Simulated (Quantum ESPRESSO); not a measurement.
A run of Quantum ESPRESSO 7.5:

File pw.in:

```
&CONTROL
  calculation = 'scf'
  prefix = 'pwscf'
  outdir = './tmp'
  pseudo_dir = './pseudo'
  tprnfor = .true.
  tstress = .true.
  disk_io = 'low'
/
&SYSTEM
  ibrav = 0
  nat = 2
  ntyp = 1
  ecutwfc = 82
  nbnd = 9
  occupations = 'smearing'
  smearing = 'mv'
  degauss = 0.01469973
/
&ELECTRONS
  conv_thr = 4d-10
  electron_maxstep = 120
  mixing_beta = 0.5
/
ATOMIC_SPECIES
C     12.0110 C.upf
CELL_PARAMETERS angstrom
   0.0000000000    1.7833700000    1.7833700000
   1.7833700000    0.0000000000    1.7833700000
   1.7833700000    1.7833700000    0.0000000000
ATOMIC_POSITIONS crystal
C      0.7500000000    0.7500000000    0.7500000000
C      0.5000000000    0.5000000000    0.5000000000
K_POINTS automatic
14 14 14 0 0 0
```

File relax.in:

```
&CONTROL
  calculation = 'vc-relax'
  prefix = 'pwscf'
  outdir = './tmp'
  pseudo_dir = './pseudo'
  tprnfor = .true.
  tstress = .true.
  disk_io = 'low'
  nstep = 40
  forc_conv_thr = 0.0001
  etot_conv_thr = 1d-06
/
&SYSTEM
  ibrav = 0
  nat = 2
  ntyp = 1
  ecutwfc = 82
  nbnd = 9
  occupations = 'smearing'
  smearing = 'mv'
  degauss = 0.01469973
/
&ELECTRONS
  conv_thr = 4d-10
  electron_maxstep = 120
  mixing_beta = 0.5
/
&IONS
  ion_dynamics = 'bfgs'
/
&CELL
  cell_dynamics = 'bfgs'
  press = 0
  press_conv_thr = 0.2
/
ATOMIC_SPECIES
C     12.0110 C.upf
CELL_PARAMETERS angstrom
   0.0000000000    1.7833700000    1.7833700000
   1.7833700000    0.0000000000    1.7833700000
   1.7833700000    1.7833700000    0.0000000000
ATOMIC_POSITIONS crystal
C      0.7500000000    0.7500000000    0.7500000000
C      0.5000000000    0.5000000000    0.5000000000
K_POINTS automatic
14 14 14 0 0 0
```

The input scf2.in:

```
&CONTROL
  calculation = 'scf'
  prefix = 'pwscf'
  outdir = './tmp'
  pseudo_dir = './pseudo'
  tprnfor = .true.
  tstress = .true.
  disk_io = 'low'
/
&SYSTEM
  ibrav = 0
  nat = 2
  ntyp = 1
  ecutwfc = 82
  nbnd = 9
  occupations = 'fixed'
/
&ELECTRONS
  conv_thr = 1d-13
  electron_maxstep = 120
  mixing_beta = 0.5
  startingpot = 'file'
  startingwfc = 'file'
/
ATOMIC_SPECIES
C     12.0110 C.upf
CELL_PARAMETERS angstrom
   0.0000000000    1.7858652587    1.7858652587
   1.7858652587    0.0000000000    1.7858652587
   1.7858652587    1.7858652587    0.0000000000
ATOMIC_POSITIONS crystal
C      0.7500000000    0.7500000000    0.7500000000
C      0.5000000000    0.5000000000    0.5000000000
K_POINTS automatic
14 14 14 0 0 0
```

ph.in

```
phonon_bands of C
&INPUTPH
  prefix = 'pwscf'
  outdir = './tmp'
  tr2_ph = 1d-16
  fildyn = 'dyn'
  niter_ph = 60
  alpha_mix(1) = 0.7
  epsil = .true.
  ldisp = .true.
  nq1 = 2
  nq2 = 2
  nq3 = 2
/
```

File q2r.in:

```
&INPUT
  fildyn = 'dyn'
  zasr = 'crystal'
  flfrc = 'fc'
/
```

File matdyn.in:

```
&INPUT
  asr = 'crystal'
  flfrc = 'fc'
  flfrq = 'freq'
  q_in_cryst_coord = .true.
  flvec = ' '
/
80
 0.0000000000  0.0000000000  0.0000000000
 0.0454545455  0.0000000000  0.0454545455
 0.0909090909  0.0000000000  0.0909090909
 0.1363636364  0.0000000000  0.1363636364
 0.1818181818  0.0000000000  0.1818181818
 0.2272727273  0.0000000000  0.2272727273
 0.2727272727  0.0000000000  0.2727272727
 0.3181818182  0.0000000000  0.3181818182
 0.3636363636  0.0000000000  0.3636363636
 0.4090909091  0.0000000000  0.4090909091
 0.4545454545  0.0000000000  0.4545454545
 0.5000000000  0.0000000000  0.5000000000
 0.5000000000  0.0500000000  0.5500000000
 0.5000000000  0.1000000000  0.6000000000
 0.5000000000  0.1500000000  0.6500000000
 0.5000000000  0.2000000000  0.7000000000
 0.5000000000  0.2500000000  0.7500000000
 0.4687500000  0.2812500000  0.7500000000
 0.4375000000  0.3125000000  0.7500000000
 0.4062500000  0.3437500000  0.7500000000
 0.3750000000  0.3750000000  0.7500000000
 0.3461538462  0.3461538462  0.6923076923
 0.3173076923  0.3173076923  0.6346153846
 0.2884615385  0.2884615385  0.5769230769
 0.2596153846  0.2596153846  0.5192307692
 0.2307692308  0.2307692308  0.4615384615
 0.2019230769  0.2019230769  0.4038461538
 0.1730769231  0.1730769231  0.3461538462
 0.1442307692  0.1442307692  0.2884615385
 0.1153846154  0.1153846154  0.2307692308
 0.0865384615  0.0865384615  0.1730769231
 0.0576923077  0.0576923077  0.1153846154
 0.0288461538  0.0288461538  0.0576923077
 0.0000000000  0.0000000000  0.0000000000
 0.0454545455  0.0454545455  0.0454545455
 0.0909090909  0.0909090909  0.0909090909
 0.1363636364  0.1363636364  0.1363636364
 0.1818181818  0.1818181818  0.1818181818
 0.2272727273  0.2272727273  0.2272727273
 0.2727272727  0.2727272727  0.2727272727
 0.3181818182  0.3181818182  0.3181818182
 0.3636363636  0.3636363636  0.3636363636
 0.4090909091  0.4090909091  0.4090909091
 0.4545454545  0.4545454545  0.4545454545
 0.5000000000  0.5000000000  0.5000000000
 0.5178571429  0.4642857143  0.5178571429
 0.5357142857  0.4285714286  0.5357142857
 0.5535714286  0.3928571429  0.5535714286
 0.5714285714  0.3571428571  0.5714285714
 0.5892857143  0.3214285714  0.5892857143
 0.6071428571  0.2857142857  0.6071428571
 0.6250000000  0.2500000000  0.6250000000
 0.5937500000  0.2500000000  0.6562500000
 0.5625000000  0.2500000000  0.6875000000
 0.5312500000  0.2500000000  0.7187500000
 0.5000000000  0.2500000000  0.7500000000
 0.5000000000  0.2750000000  0.7250000000
 0.5000000000  0.3000000000  0.7000000000
 0.5000000000  0.3250000000  0.6750000000
 0.5000000000  0.3500000000  0.6500000000
 0.5000000000  0.3750000000  0.6250000000
 0.5000000000  0.4000000000  0.6000000000
 0.5000000000  0.4250000000  0.5750000000
 0.5000000000  0.4500000000  0.5500000000
 0.5000000000  0.4750000000  0.5250000000
 0.5000000000  0.5000000000  0.5000000000
 0.4861111111  0.4861111111  0.5277777778
 0.4722222222  0.4722222222  0.5555555556
 0.4583333333  0.4583333333  0.5833333333
 0.4444444444  0.4444444444  0.6111111111
 0.4305555556  0.4305555556  0.6388888889
 0.4166666667  0.4166666667  0.6666666667
 0.4027777778  0.4027777778  0.6944444444
 0.3888888889  0.3888888889  0.7222222222
 0.3750000000  0.3750000000  0.7500000000
 0.6250000000  0.2500000000  0.6250000000
 0.5937500000  0.1875000000  0.5937500000
 0.5625000000  0.1250000000  0.5625000000
 0.5312500000  0.0625000000  0.5312500000
 0.5000000000  0.0000000000  0.5000000000
```

Contents of matdyn_dos.in:

```
&INPUT
  asr = 'crystal'
  flfrc = 'fc'
  dos = .true.
  fldos = 'phdos'
  nk1 = 21
  nk2 = 21
  nk3 = 21
  deltaE = 7
  flvec = ' '
  flfrq = ' '
/
```

Potentials or basis: PseudoDojo 0.4.1 SR PBE standard.

The run is started by

```bash
$ OMP_NUM_THREADS=1 pw.x -in pw.in > pw.out
$ OMP_NUM_THREADS=1 pw.x -in relax.in > relax.out
$ OMP_NUM_THREADS=1 pw.x -in scf2.in > scf2.out
$ OMP_NUM_THREADS=1 ph.x -in ph.in > ph.out
$ OMP_NUM_THREADS=1 q2r.x -in q2r.in > q2r.out
$ OMP_NUM_THREADS=1 matdyn.x -in matdyn.in > matdyn.out
$ OMP_NUM_THREADS=1 matdyn.x -in matdyn_dos.in > matdyn_dos.out
```

Hardware: 1 thread of Arm Neoverse V1, on a shared host.

Problem. Estimate the wall time of this run.

Solution. It took 10 min on 1 thread of Arm Neoverse V1 (shared host), peak memory 0.09 GiB. Counts: scf iterations 39, k pools 1, bands 9, ion steps 4, k points 104, g dense 7727.
